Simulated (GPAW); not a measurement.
The system is CO2.

```
O C
1.0
    -1.97473    1.97473    3.01406
     1.97473   -1.97473    3.01406
     1.97473    1.97473   -3.01406
O C
4 2
Direct
  0.87500 0.95980 0.58480
  0.37500 0.29020 0.41520
  0.04020 0.62500 0.91520
  0.70980 0.12500 0.08480
  0.00000 0.00000 0.00000
  0.75000 0.25000 0.50000
```

The cell comes from a database or a generator and needn't be the stable form of this composition.

Base run:

* Program: GPAW 26.7.0
* Functional: r2SCAN
* Potentials or basis: GPAW PAW data sets (gpaw-data 1.2.1)
* Cutoff: 800 eV
* Basis: pw
* k mesh: 6 × 6 × 6
* Occupations: fermi-dirac, width 0.05 eV
* Spin: no spin polarisation

Its results: band gap on the k mesh 8.49 eV, indirect (least direct gap 8.89 eV); pressure -7.5 GPa; largest force 0.216 eV/Å.

Question: After a change of settings the same cell gave: band gap on the k mesh 7.45 eV, indirect (least direct gap 7.93 eV); pressure -13.3 GPa; largest force 0.465 eV/Å. Which change was it?
A. functional from r2SCAN to PBE
B. functional from r2SCAN to LDA; potentials or basis from GPAW PAW data sets (gpaw-data 1.2.1) to the program's PAW data sets (release 1.2.1) made for this functional
C. functional from r2SCAN to PBE; k mesh from 6 × 6 × 6 to 9 × 9 × 9

Answer: B.

Caveats: the PAW data sets were made with another functional, which shifts forces and pressure a little (some runs).
